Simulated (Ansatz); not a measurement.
**SnSe: single point with HSE06+D4**

SnSe:

```
CELL_PARAMETERS angstrom
0.00000 3.01000 3.01000
3.01000 0.00000 3.01000
3.01000 3.01000 0.00000
ATOMIC_POSITIONS crystal
Sn 0.00000 0.00000 0.00000
Se 0.50000 0.50000 0.50000
```

Measurements of this composition are mostly on another form, of space group No. 62.

```yaml
Program: Ansatz 0.2.0
Task: single point
Functional: HSE06
Dispersion: D4
Potentials_or_basis: SPMS NC
Cutoff: 816 eV
Density_cutoff: 3265 eV
k_mesh: 5 × 5 × 5
Occupations: fermi-dirac, width 0.1 eV
Spin: no spin polarisation
```

```
Pressure : -3.4 GPa
```

Levels at points of the mesh, in eV from the Fermi level:
```csv
k point,band 13,band 14,band 15,band 16,band 17
"(0.00, 0.00, 0.00)",-3.09,-3.09,-3.09,4.31,4.31
```

It took 41 s on 2 threads of Arm Neoverse V1 (shared host), peak memory 1.3 GiB.

Caveat: this odd mesh misses L, where the gap lies, so gap, dielectric constants and Born charges aren't listed; the potentials were made for another functional, which shifts forces and pressure; the thresholds are loose for stress.
